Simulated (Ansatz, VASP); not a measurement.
**Be: VASP beside Ansatz**

```
CELL_PARAMETERS angstrom
2.23561 0.00000 0.00000
-1.11781 1.93610 0.00000
0.00000 0.00000 3.49021
ATOMIC_POSITIONS crystal
Be 0.33333 0.66667 0.25000
Be 0.66667 0.33333 0.75000
```

Alike in both runs: functional LDA; k mesh 9 × 9 × 6; occupations gaussian, width 0.1 eV; no spin polarisation.

Ansatz relaxed the structure, and its values are those at the end. VASP's run is a single point on that final structure, the one shown.

|  | VASP | Ansatz |
| --- | --- | --- |
| version | VASP 6.6.1 | Ansatz 0.2.0 |
| potentials or method | VASP PAW LDA potentials, release 64 (Be) | scalar-relativistic, plane waves, PAW |
| plane-wave cutoff (eV) | 520 | 420 |
| valence electrons in the cell | 4 | 4 |

Ansatz gave:

| Property | Result |
| --- | --- |
| gap on the k mesh at the Fermi level (eV) | none |
| pressure (GPa) | 0.0 |

Question: Estimate VASP's values.

Answer: gap on the k mesh at the Fermi level (eV): none; pressure (GPa): 0.4.

A gap of «none» marks a metal or a gap that the smearing closes.

Caveats: the k mesh is coarse (spacing up to 0.36 Å⁻¹), so the values aren't converged.
